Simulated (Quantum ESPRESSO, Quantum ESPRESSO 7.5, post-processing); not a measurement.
# 2H-WSe2, 1 layer: a series in biaxial strain

Wanted: a table for 2H-WSe2, 1 layer against biaxial strain, and what can be fitted to it.

Method: plane-wave DFT, PBE, GBRV ultrasoft pseudopotentials, in Quantum ESPRESSO 7.5.

Most raw output is cut from this account.

## 1. Set-up

The cell holds 3 atoms: 2 Se and 1 W. Its edges and angles: a = 3.320 Å, b = 3.320 Å, c = 18.740 Å, α = 90.0°, β = 90.0°, γ = 120.0°. It derives from WSe2. Vacuum lies along c.

As a file:

```cif
data_structure
_symmetry_space_group_name_H-M 'P 1'
_symmetry_Int_Tables_number 1
_cell_length_a 3.3200
_cell_length_b 3.3200
_cell_length_c 18.7403
_cell_angle_alpha 90.000
_cell_angle_beta 90.000
_cell_angle_gamma 120.000
_cell_volume 178.89
loop_
_atom_site_label
_atom_site_type_symbol
_atom_site_fract_x
_atom_site_fract_y
_atom_site_fract_z
_atom_site_occupancy
Se1 Se 0.33333 0.66667 0.40021 1
W2 W 0.00000 0.00000 0.50000 1
Se3 Se 0.33333 0.66667 0.59979 1
```

Set-up: Cell and atoms are first relaxed; each strained cell is then held and the atoms relax in it. A periodic run with 15 Å of vacuum in the starting cell gives the vacuum levels, and bands follow along a path.

Members -2, -1, 0, 1 and 2 took the same steps and show in the table alone.

## 2. Variable-cell relaxation of the reference

What the set-up leaves free in this member is relaxed.

ref.relax.in

```
&control
  prefix = 'ref.relax'
  outdir = './out'
  pseudo_dir = './pseudo'
  nstep = 80
  forc_conv_thr = 0.0004
  calculation = 'vc-relax'
  etot_conv_thr = 1e-06
/
&system
  ibrav = 0
  nat = 3
  ntyp = 2
  ecutwfc = 50
  ecutrho = 250
  occupations = 'smearing'
  smearing = 'fd'
  degauss = 0.004
/
&electrons
  conv_thr = 1e-09
  mixing_beta = 0.4
  electron_maxstep = 120
  mixing_mode = 'plain'
/
&ions
/
&cell
  cell_dofree = '2Dxy'
  press_conv_thr = 0.3
/
ATOMIC_SPECIES
  Se  78.9710  se_pbe_v1.uspp.F.UPF
  W   183.8400  w_pbe_v1.2.uspp.F.UPF
CELL_PARAMETERS angstrom
  3.32000000000000 0.00000000000000 0.00000000000000
  -1.66000000000000 2.87520434056434 0.00000000000000
  0.00000000000000 0.00000000000000 18.74034793390490
ATOMIC_POSITIONS crystal
  Se  0.333333333300 0.666666666700 0.400206016796
  W   0.000000000000 0.000000000000 0.500000000000
  Se  0.333333333300 0.666666666700 0.599793983204
K_POINTS automatic
  12 12 1 0 0 0
```

The run is started by

```
OMP_NUM_THREADS=1 mpirun -n 4 pw.x -nk 4 -in ref.relax.in > ref.relax.out
```

Run time: 3.1 min. Hardware: 4 MPI ranks of Arm Neoverse V1, shared host; peak memory 0.9 GiB; 12 min of CPU time.

The steps of the relaxation:

```csv
step,energy less that of the first step (eV),largest force (eV/Å),volume (Å³)
1,0.0000,2.5026,178.89
2,-0.2503,1.8988,177.26
3,-0.4333,1.1077,175.74
4,-0.5059,0.1712,174.31
5,-0.5115,0.0671,175.06
6,-0.5147,0.1070,175.83
7,-0.5176,0.0996,176.68
8,-0.5205,0.0516,177.97
9,-0.5210,0.0064,178.70
10,-0.5210,0.0016,178.69
11,-0.5209,0.0016,178.69
```

```csv
cell as run,before,after,change
a (Å),3.320,3.318,-0.1 %
b (Å),3.320,3.318,-0.1 %
```

The atoms that moved most (Å, along periodic axes as changes of fractional coordinates times the final cell, across vacuum about the mean position):

```csv
atom,dx,dy,dz,length
Se3,0.000,0.000,-0.190,0.190
Se1,0.000,0.000,0.190,0.190
```

Final coordinates:

```xyz
3
Lattice="3.3182 0.0000 0.0000 -1.6591 2.8736 0.0000 0.0000 0.0000 18.7403" Properties=species:S:1:pos:R:3
Se    0.0000    1.9157    7.6898
W     0.0000    0.0000    9.3702
Se    0.0000    1.9157   11.0506
```

 The last row is no step: it is a fresh SCF in the final cell with a new plane-wave basis, +0 meV from the row before.

Numbers from this step:

* free energy: -3353.3916 eV
* Fermi energy: 1.091 eV

## 3. Relaxation with pw.x, -4 %

m0.relax.in

```
&control
  prefix = 'm0.relax'
  outdir = './out'
  pseudo_dir = './pseudo'
  nstep = 40
  forc_conv_thr = 0.0003
  calculation = 'relax'
  tstress = .true.
/
&system
  ibrav = 0
  nat = 3
  ntyp = 2
  ecutwfc = 50
  ecutrho = 250
  occupations = 'smearing'
  smearing = 'fd'
  degauss = 0.002
/
&electrons
  conv_thr = 1e-09
  mixing_beta = 0.4
  electron_maxstep = 120
  mixing_mode = 'plain'
/
&ions
/
ATOMIC_SPECIES
  Se  78.9710  se_pbe_v1.uspp.F.UPF
  W   183.8400  w_pbe_v1.2.uspp.F.UPF
CELL_PARAMETERS angstrom
  3.18543293760000 0.00000000000000 0.00000000000000
  -1.59271646880000 2.75866584576000 0.00000000000000
  0.00000000000000 0.00000000000000 18.74034793400000
ATOMIC_POSITIONS crystal
  Se  0.333333333300 0.666666666700 0.410331696300
  W   0.000000000000 0.000000000000 0.500000000000
  Se  0.333333333300 0.666666666700 0.589668303700
K_POINTS automatic
  12 12 1 0 0 0
```

The run is started by

```
OMP_NUM_THREADS=1 mpirun -n 4 pw.x -nk 4 -in m0.relax.in > m0.relax.out
```

Wall time 78 s (4 MPI ranks); peak memory 0.82 GiB.

Step by step:

```csv
step,energy less that of the first step (eV),largest force (eV/Å)
1,0.0000,0.9609
2,-0.0303,0.5762
3,-0.0466,0.1755
4,-0.0483,0.0072
5,-0.0483,0.0001
```

The atoms that moved most (Å):

```csv
atom,dx,dy,dz,length
Se1,0.000,0.000,-0.051,0.051
Se3,0.000,0.000,0.051,0.051
```

Final coordinates:

```xyz
3
Lattice="3.1854 0.0000 0.0000 -1.5927 2.7587 0.0000 0.0000 0.0000 18.7403" Properties=species:S:1:pos:R:3
Se    0.0000    1.8391    7.6383
W     0.0000    0.0000    9.3702
Se    0.0000    1.8391   11.1021
```

The relaxation lowers the energy by 16 meV an atom.

Read from the output:

- free energy: -3353.2382 eV
- Fermi energy: 1.509 eV

## 4. Self-consistent run, -4 %

The self-consistent run of this member.

m0.scf.in

```
&control
  prefix = 'm0.scf'
  outdir = './out'
  pseudo_dir = './pseudo'
  calculation = 'scf'
  tprnfor = .true.
/
&system
  ibrav = 0
  nat = 3
  ntyp = 2
  ecutwfc = 40
  ecutrho = 200
  occupations = 'smearing'
  smearing = 'fd'
  degauss = 0.002
  nbnd = 17
/
&electrons
  conv_thr = 1e-09
  mixing_beta = 0.4
  electron_maxstep = 120
  mixing_mode = 'plain'
/
ATOMIC_SPECIES
  Se  78.9710  se_pbe_v1.uspp.F.UPF
  W   183.8400  w_pbe_v1.2.uspp.F.UPF
CELL_PARAMETERS angstrom
  3.18543293760000 0.00000000000000 0.00000000000000
  -1.59271646880000 2.75866584576000 0.00000000000000
  0.00000000000000 0.00000000000000 18.74034793400000
ATOMIC_POSITIONS crystal
  Se  0.333333333300 0.666666666700 0.407585433700
  W   0.000000000000 0.000000000000 0.500000000000
  Se  0.333333333300 0.666666666700 0.592414566300
K_POINTS automatic
  12 12 1 0 0 0
```

The run is started by

```
OMP_NUM_THREADS=1 mpirun -n 4 pw.x -nk 4 -in m0.scf.in > m0.scf.out
```

Wall time 13 s (4 MPI ranks); peak memory 0.46 GiB; 50 s of CPU time.

Numbers from this step:

| Property | Result |
| --- | --- |
| free energy | -3353.1660 eV |
| Fermi energy | 1.508 eV |
| valence top, on the run's zero | 0.8705 eV |
| conduction bottom, on the run's zero | 2.321 eV |
| gap by band count | 1.450 eV |

## 5. Electrostatic potential, -4 %

plot_num = 11 writes the bare and Hartree potential, from which vacuum levels or, in a crystal, the mean potential are read.

m0.pot.in

```
&inputpp
  prefix = 'm0.scf'
  outdir = './out'
  filplot = 'm0.pot.dat'
  plot_num = 11
/
```

The run is started by

```
OMP_NUM_THREADS=1 mpirun -n 4 pp.x -in m0.pot.in > m0.pot.out
```

Wall time 1 s (4 MPI ranks); peak memory 0.12 GiB; 3.9 s of CPU time.

Numbers from this step:

```
slope of the potential above                                          : 9.29e-5 eV/Å
upper vacuum line continued to the top atoms, over the valence top    : 4.937 eV
slope of the potential below                                          : -5.14e-5 eV/Å
lower vacuum line continued to the bottom atoms, over the valence top : 4.937 eV
vacuum level at the upper face over the valence top of the mesh       : 4.937 eV
vacuum level at the lower face over the valence top of the mesh       : 4.937 eV
```

Electrostatic potential energy of an electron; zero at the highest filled level of the SCF mesh. The potential energy, planar mean by z:

```csv
z (Å),"potential energy, planar mean (eV)"
0.0,4.94
0.5,4.94
1.0,4.94
1.5,4.94
2.0,4.94
2.5,4.94
3.0,4.94
3.5,4.94
4.0,4.94
4.5,4.93
5.0,4.91
5.5,4.84
6.0,4.51
6.5,3.01
7.0,-3.64
7.5,-16.7
8.0,-12.7
8.5,-5.45
9.0,-10.2
9.5,-11.8
10.0,-7.33
10.5,-7.29
11.0,-17.3
11.5,-10.6
12.0,0.995
12.5,4.06
13.0,4.74
13.5,4.89
14.0,4.93
14.5,4.93
15.0,4.94
15.5,4.94
16.0,4.94
16.5,4.94
17.0,4.94
17.5,4.94
18.0,4.94
18.5,4.94
```

## 6. Bands along a path, -4 %

Bands along a path place the edges.

m0.bands.in, as its differences from the input of step 4:

```diff
@@ -1,7 +1,6 @@
 &control
-  prefix = 'm0.scf'
+  prefix = 'm0.bands'
   outdir = './out'
   pseudo_dir = './pseudo'
-  calculation = 'scf'
-  tprnfor = .true.
+  calculation = 'bands'
 /
@@ -16,6 +15,6 @@
   degauss = 0.002
-  nbnd = 17
+  nbnd = 19
 /
 &electrons
-  conv_thr = 1e-09
+  conv_thr = 1e-07
   mixing_beta = 0.4
@@ -35,3 +34,7 @@
   Se  0.333333333300 0.666666666700 0.592414566300
-K_POINTS automatic
-  12 12 1 0 0 0
+K_POINTS crystal_b
+4
+  0.0000000000 0.0000000000 0.0000000000 12
+  0.5000000000 0.0000000000 0.0000000000 12
+  0.3333333333 0.3333333333 0.0000000000 12
+  0.0000000000 0.0000000000 0.0000000000 1
```

The run is started by

```
cp -r out/m0.scf.save out/m0.bands.save
cp out/m0.scf.xml out/m0.bands.xml
OMP_NUM_THREADS=1 mpirun -n 4 pw.x -nk 4 -in m0.bands.in > m0.bands.out
```

The job ended after 17 s (4 MPI ranks; peak memory 0.31 GiB; 66 s of CPU time).

Read from the output:

- valence top, on the run's zero: 0.8704 eV
- conduction bottom, on the run's zero: 2.320 eV

Band numbers count within the set of bands kept for display. Electronic bands along the path, in eV, zero at the highest filled level of the SCF mesh; v1 is the highest filled band, c1 the lowest empty one:

```csv
point,v4,v3,v2,v1,c1,c2,c3,c4
Γ,-2.02,-0.84,-0.81,-0.81,3.29,3.29,3.36,3.36
halfway,-1.99,-1.89,-1.17,-1.15,1.72,2.60,2.92,4.19
M,-2.79,-2.51,-1.12,-0.55,2.88,2.93,3.73,4.50
halfway,-3.35,-2.70,-2.47,-0.35,2.56,3.17,3.39,4.55
K,-3.73,-3.57,-2.64,0.00,2.14,2.49,3.63,5.36
halfway,-3.26,-1.91,-1.38,-0.73,1.45,2.66,2.72,4.32
Γ,-2.02,-0.84,-0.81,-0.81,3.29,3.29,3.36,3.36
```

Along this path the valence top lies at K and the conduction bottom between K and Γ.

## 7. Relaxation with pw.x, -3 %

m1.relax.in

```
&control
  prefix = 'm1.relax'
  outdir = './out'
  pseudo_dir = './pseudo'
  nstep = 40
  forc_conv_thr = 0.0003
  calculation = 'relax'
  tstress = .true.
/
&system
  ibrav = 0
  nat = 3
  ntyp = 2
  ecutwfc = 50
  ecutrho = 250
  occupations = 'smearing'
  smearing = 'fd'
  degauss = 0.002
/
&electrons
  conv_thr = 1e-09
  mixing_beta = 0.4
  electron_maxstep = 120
  mixing_mode = 'plain'
/
&ions
/
ATOMIC_SPECIES
  Se  78.9710  se_pbe_v1.uspp.F.UPF
  W   183.8400  w_pbe_v1.2.uspp.F.UPF
CELL_PARAMETERS angstrom
  3.21861453070000 0.00000000000000 0.00000000000000
  -1.60930726535000 2.78740194832000 0.00000000000000
  0.00000000000000 0.00000000000000 18.74034793400000
ATOMIC_POSITIONS crystal
  Se  0.333333333300 0.666666666700 0.410331696300
  W   0.000000000000 0.000000000000 0.500000000000
  Se  0.333333333300 0.666666666700 0.589668303700
K_POINTS automatic
  12 12 1 0 0 0
```

The run is started by

```
OMP_NUM_THREADS=1 mpirun -n 4 pw.x -nk 4 -in m1.relax.in > m1.relax.out
```

It took 64 s on 4 MPI ranks; peak memory 0.8 GiB; 4.2 min of CPU time.

The steps of the relaxation:

```csv
step,energy less that of the first step (eV),largest force (eV/Å)
1,0.0000,0.6958
2,-0.0160,0.4264
3,-0.0250,0.1418
4,-0.0261,0.0044
```

The atoms that moved most (Å):

```csv
atom,dx,dy,dz,length
Se3,0.000,0.000,0.038,0.038
Se1,0.000,0.000,-0.038,0.038
```

Final coordinates:

```cif
data_structure
_symmetry_space_group_name_H-M 'P 1'
_symmetry_Int_Tables_number 1
_cell_length_a 3.2186
_cell_length_b 3.2186
_cell_length_c 18.7403
_cell_angle_alpha 90.000
_cell_angle_beta 90.000
_cell_angle_gamma 120.000
_cell_volume 168.13
loop_
_atom_site_label
_atom_site_type_symbol
_atom_site_fract_x
_atom_site_fract_y
_atom_site_fract_z
_atom_site_occupancy
Se1 Se 0.33333 0.66667 0.40831 1
W2 W 0.00000 0.00000 0.50000 1
Se3 Se 0.33333 0.66667 0.59169 1
```

The relaxation lowers the energy by 9 meV an atom.

Read from the output:

- free energy: -3353.3063 eV
- Fermi energy: 1.559 eV

## 8. Self-consistent run, -3 %

m1.scf.in

```
&control
  prefix = 'm1.scf'
  outdir = './out'
  pseudo_dir = './pseudo'
  calculation = 'scf'
  tprnfor = .true.
/
&system
  ibrav = 0
  nat = 3
  ntyp = 2
  ecutwfc = 40
  ecutrho = 200
  occupations = 'smearing'
  smearing = 'fd'
  degauss = 0.002
  nbnd = 17
/
&electrons
  conv_thr = 1e-09
  mixing_beta = 0.4
  electron_maxstep = 120
  mixing_mode = 'plain'
/
ATOMIC_SPECIES
  Se  78.9710  se_pbe_v1.uspp.F.UPF
  W   183.8400  w_pbe_v1.2.uspp.F.UPF
CELL_PARAMETERS angstrom
  3.21861453070000 0.00000000000000 0.00000000000000
  -1.60930726535000 2.78740194832000 0.00000000000000
  0.00000000000000 0.00000000000000 18.74034793400000
ATOMIC_POSITIONS crystal
  Se  0.333333333300 0.666666666700 0.408307983200
  W   0.000000000000 0.000000000000 0.500000000000
  Se  0.333333333300 0.666666666700 0.591692016800
K_POINTS automatic
  12 12 1 0 0 0
```

The run is started by

```
OMP_NUM_THREADS=1 mpirun -n 4 pw.x -nk 4 -in m1.scf.in > m1.scf.out
```

Run time: 12 s. Hardware: 4 MPI ranks; peak memory 0.46 GiB.

Read from the output:

```
free energy                          : -3353.2343 eV
Fermi energy                         : 1.558 eV
valence top, on the run's zero       : 0.7334 eV
conduction bottom, on the run's zero : 2.244 eV
gap by band count                    : 1.510 eV
```

## 9. Relaxing the ions, 3 %

m7.relax.in

```
&control
  prefix = 'm7.relax'
  outdir = './out'
  pseudo_dir = './pseudo'
  nstep = 40
  forc_conv_thr = 0.0003
  calculation = 'relax'
  tstress = .true.
/
&system
  ibrav = 0
  nat = 3
  ntyp = 2
  ecutwfc = 50
  ecutrho = 250
  occupations = 'smearing'
  smearing = 'fd'
  degauss = 0.002
/
&electrons
  conv_thr = 1e-09
  mixing_beta = 0.4
  electron_maxstep = 120
  mixing_mode = 'plain'
/
&ions
/
ATOMIC_SPECIES
  Se  78.9710  se_pbe_v1.uspp.F.UPF
  W   183.8400  w_pbe_v1.2.uspp.F.UPF
CELL_PARAMETERS angstrom
  3.41770408930000 0.00000000000000 0.00000000000000
  -1.70885204465000 2.95981856368000 0.00000000000000
  0.00000000000000 0.00000000000000 18.74034793400000
ATOMIC_POSITIONS crystal
  Se  0.333333333300 0.666666666700 0.410331696300
  W   0.000000000000 0.000000000000 0.500000000000
  Se  0.333333333300 0.666666666700 0.589668303700
K_POINTS automatic
  12 12 1 0 0 0
```

The run is started by

```
OMP_NUM_THREADS=1 mpirun -n 4 pw.x -nk 4 -in m7.relax.in > m7.relax.out
```

It took 89 s on 4 MPI ranks; peak memory 0.92 GiB; 5.9 min of CPU time.

The steps of the relaxation:

```csv
step,energy less that of the first step (eV),largest force (eV/Å)
1,0.0000,0.5658
2,-0.0111,0.3864
3,-0.0184,0.1822
4,-0.0204,0.0061
5,-0.0204,0.0001
```

The atoms that moved most (Å):

```csv
atom,dx,dy,dz,length
Se1,0.000,0.000,0.036,0.036
Se3,0.000,0.000,-0.036,0.036
```

Final coordinates:

```xyz
3
Lattice="3.4177 0.0000 0.0000 -1.7089 2.9598 0.0000 0.0000 0.0000 18.7403" Properties=species:S:1:pos:R:3
Se    0.0000    1.9732    7.7253
W     0.0000    0.0000    9.3702
Se    0.0000    1.9732   11.0151
```

The relaxation lowers the energy by 7 meV an atom.

This step gave:

- free energy: -3353.3232 eV
- Fermi energy: 0.4962 eV

## 10. Self-consistent run, 3 %

m7.scf.in

```
&control
  prefix = 'm7.scf'
  outdir = './out'
  pseudo_dir = './pseudo'
  calculation = 'scf'
  tprnfor = .true.
/
&system
  ibrav = 0
  nat = 3
  ntyp = 2
  ecutwfc = 40
  ecutrho = 200
  occupations = 'smearing'
  smearing = 'fd'
  degauss = 0.002
  nbnd = 17
/
&electrons
  conv_thr = 1e-09
  mixing_beta = 0.4
  electron_maxstep = 120
  mixing_mode = 'plain'
/
ATOMIC_SPECIES
  Se  78.9710  se_pbe_v1.uspp.F.UPF
  W   183.8400  w_pbe_v1.2.uspp.F.UPF
CELL_PARAMETERS angstrom
  3.41770408930000 0.00000000000000 0.00000000000000
  -1.70885204465000 2.95981856368000 0.00000000000000
  0.00000000000000 0.00000000000000 18.74034793400000
ATOMIC_POSITIONS crystal
  Se  0.333333333300 0.666666666700 0.412226868100
  W   0.000000000000 0.000000000000 0.500000000000
  Se  0.333333333300 0.666666666700 0.587773131900
K_POINTS automatic
  12 12 1 0 0 0
```

The run is started by

```
OMP_NUM_THREADS=1 mpirun -n 4 pw.x -nk 4 -in m7.scf.in > m7.scf.out
```

It took 14 s on 4 MPI ranks; peak memory 0.7 GiB; 55 s of CPU time.

Read from the output:

- free energy: -3353.2524 eV
- Fermi energy: 0.4959 eV
- valence top, on the run's zero: -0.09513 eV
- conduction bottom, on the run's zero: 1.131 eV
- gap by band count: 1.226 eV

## 11. Relaxation with pw.x, 4 %

m8.relax.in

```
&control
  prefix = 'm8.relax'
  outdir = './out'
  pseudo_dir = './pseudo'
  nstep = 40
  forc_conv_thr = 0.0003
  calculation = 'relax'
  tstress = .true.
/
&system
  ibrav = 0
  nat = 3
  ntyp = 2
  ecutwfc = 50
  ecutrho = 250
  occupations = 'smearing'
  smearing = 'fd'
  degauss = 0.002
/
&electrons
  conv_thr = 1e-09
  mixing_beta = 0.4
  electron_maxstep = 120
  mixing_mode = 'plain'
/
&ions
/
ATOMIC_SPECIES
  Se  78.9710  se_pbe_v1.uspp.F.UPF
  W   183.8400  w_pbe_v1.2.uspp.F.UPF
CELL_PARAMETERS angstrom
  3.45088568240000 0.00000000000000 0.00000000000000
  -1.72544284120000 2.98855466624000 0.00000000000000
  0.00000000000000 0.00000000000000 18.74034793400000
ATOMIC_POSITIONS crystal
  Se  0.333333333300 0.666666666700 0.410331696300
  W   0.000000000000 0.000000000000 0.500000000000
  Se  0.333333333300 0.666666666700 0.589668303700
K_POINTS automatic
  12 12 1 0 0 0
```

The run is started by

```
OMP_NUM_THREADS=1 mpirun -n 4 pw.x -nk 4 -in m8.relax.in > m8.relax.out
```

Wall time 90 s (4 MPI ranks); peak memory 0.92 GiB.

Step by step:

```csv
step,energy less that of the first step (eV),largest force (eV/Å)
1,0.0000,0.7274
2,-0.0185,0.5039
3,-0.0309,0.2470
4,-0.0346,0.0111
5,-0.0346,0.0003
```

The atoms that moved most (Å):

```csv
atom,dx,dy,dz,length
Se1,0.000,0.000,0.047,0.047
Se3,0.000,0.000,-0.047,0.047
```

Final coordinates:

```cif
data_structure
_symmetry_space_group_name_H-M 'P 1'
_symmetry_Int_Tables_number 1
_cell_length_a 3.4509
_cell_length_b 3.4509
_cell_length_c 18.7403
_cell_angle_alpha 90.000
_cell_angle_beta 90.000
_cell_angle_gamma 120.000
_cell_volume 193.27
loop_
_atom_site_label
_atom_site_type_symbol
_atom_site_fract_x
_atom_site_fract_y
_atom_site_fract_z
_atom_site_occupancy
Se1 Se 0.33333 0.66667 0.41282 1
W2 W 0.00000 0.00000 0.50000 1
Se3 Se 0.33333 0.66667 0.58718 1
```

The relaxation lowers the energy by 12 meV an atom.

This step gave:

```
free energy  : -3353.2708 eV
Fermi energy : 0.3892 eV
```

## 12. SCF with pw.x, 4 %

m8.scf.in

```
&control
  prefix = 'm8.scf'
  outdir = './out'
  pseudo_dir = './pseudo'
  calculation = 'scf'
  tprnfor = .true.
/
&system
  ibrav = 0
  nat = 3
  ntyp = 2
  ecutwfc = 40
  ecutrho = 200
  occupations = 'smearing'
  smearing = 'fd'
  degauss = 0.002
  nbnd = 17
/
&electrons
  conv_thr = 1e-09
  mixing_beta = 0.4
  electron_maxstep = 120
  mixing_mode = 'plain'
/
ATOMIC_SPECIES
  Se  78.9710  se_pbe_v1.uspp.F.UPF
  W   183.8400  w_pbe_v1.2.uspp.F.UPF
CELL_PARAMETERS angstrom
  3.45088568240000 0.00000000000000 0.00000000000000
  -1.72544284120000 2.98855466624000 0.00000000000000
  0.00000000000000 0.00000000000000 18.74034793400000
ATOMIC_POSITIONS crystal
  Se  0.333333333300 0.666666666700 0.412817800500
  W   0.000000000000 0.000000000000 0.500000000000
  Se  0.333333333300 0.666666666700 0.587182199500
K_POINTS automatic
  12 12 1 0 0 0
```

The run is started by

```
OMP_NUM_THREADS=1 mpirun -n 4 pw.x -nk 4 -in m8.scf.in > m8.scf.out
```

Wall time 17 s (4 MPI ranks); peak memory 0.54 GiB; 67 s of CPU time.

This step gave:

| Quantity | Value |
| --- | --- |
| free energy | -3353.2001 eV |
| Fermi energy | 0.3887 eV |
| valence top, on the run's zero | -0.1313 eV |
| conduction bottom, on the run's zero | 0.9030 eV |
| gap by band count | 1.034 eV |

## 13. The series side by side

The series in one table, energies over the lowest:

```csv
biaxial strain,energy (eV),gap along the path (eV),upper vacuum level over the valence top of the mesh (eV),lower vacuum level over that top (eV)
-4 %,0.1533,1.45,4.937,4.937
-3 %,0.0853,1.51,4.969,4.969
-2 %,0.0379,1.567,5.004,5.004
-1 %,0.0099,1.623,5.043,5.043
0 %,0.0000,1.558,5.085,5.085
1 %,0.0072,1.438,5.132,5.132
2 %,0.0302,1.328,5.181,5.181
3 %,0.0684,1.226,5.229,5.229
4 %,0.1208,1.034,5.179,5.179
```

## 14. By hand

A parabola through the energies within ±2 % has E = 85.17 eV × ε² -0.181 eV × ε; for the curvature, over A = 9.535 Å² this is 85.17 × 1/9.535 × 16.02 = 143 N/m.

## 15. Results

```json
{
 "C11 + C12": "143 N/m",
 "gap along the path, at -4 % and at 4 %": "1.45, 1.03 eV",
 "upper vacuum level over the valence top of the mesh, at -4 % and at 4 %": "4.94, 5.18 eV",
 "lower vacuum level over that top, at -4 % and at 4 %": "4.94, 5.18 eV"
}
```

What this shows: The series holds 9 members; C11 + C12: 143 N/m (PBE, GBRV ultrasoft). The energy is lowest near zero strain. From -4 % to 4 % the gap along the path goes from 1.45 to 1.03 eV by way of 1.62 at -1 %. From -4 % to 4 % the upper vacuum level over the valence top of the mesh goes from 4.94 to 5.18 eV by way of 5.23 at 3 %. From -4 % to 4 % the lower vacuum level over that top goes from 4.94 to 5.18 eV by way of 5.23 at 3 %. Semilocal gaps are too small; the 1×1 cell can't ripple over many cells under compression as a free sheet would. No spin-orbit coupling.

[Logs are printed without paths, hosts, clocks, repeated set-up lines and the standing remarks that a program may print on its own settings, such as how far it seeks lower states.]

[Hosts, paths, dates, database ids (printed as entryN), source tags and the programs' standing remarks are cut or masked in the printed files.]

[Maps of the electrostatic potential energy from Ansatz leave out the sawtooth potential of an applied field or a dipole correction, so their vacuum need not be flat; planar profiles and work functions include it.]
